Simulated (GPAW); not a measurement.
The system is FeO (Wuestite).

```
CELL_PARAMETERS angstrom
0.00000 2.15540 2.15540
2.15540 0.00000 2.15540
2.15540 2.15540 0.00000
ATOMIC_POSITIONS crystal
Fe 0.00000 0.00000 0.00000
O 0.50000 0.50000 0.50000
```

```yaml
Program: GPAW 26.7.0
Task: relaxation of cell and atoms
Functional: PBEsol
Dispersion: D3(BJ)
Potentials_or_basis: PAW data sets generated in the run's folder for this functional
Cutoff: 800 eV
Basis: pw
k_mesh: 11 × 11 × 11
Occupations: fermi-dirac, width 0.05 eV
Spin: collinear spin, ferromagnetic start
Starting_moments: "[3.0, 0.0] μB"
```

At the start: pressure -9.7 GPa; volume 10.01 Å³/atom.

Problem. How do energy, volume and symmetry change on relaxing?

Solution. Over 4 steps the energy falls by 13.6 meV/atom and the volume is 9.53 Å³/atom (-4.8 %); space group Fm-3m (No. 225, to 0.05 Å); moment 4.00 μB per cell.

Step by step:
```csv
step,energy change (eV),largest force (eV/Å),pressure (GPa),volume (Å³)
1,0.0000,0.0000,-9.74,20.03
2,-0.0129,0.0000,-7.38,19.77
3,-0.0268,0.0000,0.51,19.02
4,-0.0271,0.0000,-0.02,19.06
```

Final structure:
```
CELL_PARAMETERS angstrom
0.00000 2.12024 2.12024
2.12024 0.00000 2.12024
2.12024 2.12024 0.00000
ATOMIC_POSITIONS crystal
Fe 0.00000 0.00000 0.00000
O 0.50000 0.50000 0.50000
```

Caveat: each step starts from the last one's moments, so a moment once lost doesn't come back; later steps reuse the first step's grids; a cell with one magnetic atom can't hold antiferromagnetic order, which such compounds often take; pairwise dispersion overbinds metals, which lowers pressure and volume.
